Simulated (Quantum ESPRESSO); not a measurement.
Crystal: MoP.

```
Mo P
1.0
     3.22300    0.00000    0.00000
    -1.61150    2.79120    0.00000
     0.00000    0.00000    3.19100
Mo P
1 1
Direct
  0.00000 0.00000 0.00000
  0.33333 0.66667 0.50000
```

Base run:

- Program: Quantum ESPRESSO 7.5
- Functional: PBE
- Potentials or basis: PseudoDojo 0.4 SR PBE stringent
- Cutoff: 1088 eV
- Density cutoff: 4354 eV
- k mesh: 10 × 10 × 8
- Occupations: fermi-dirac, width 0.05 eV
- Spin: no spin polarisation

Its results: band gap on the k mesh none (metal or under the smearing width); pressure 2.8 GPa.

The run is repeated on the same cell with these changes: potentials or basis from PseudoDojo 0.4 SR PBE stringent to GBRV 1.5 PBE; cutoff from 1088 eV to 612 eV; density cutoff from 4354 eV to 4898 eV. What comes out?

Band gap on the k mesh none (metal or under the smearing width); pressure 2.1 GPa.
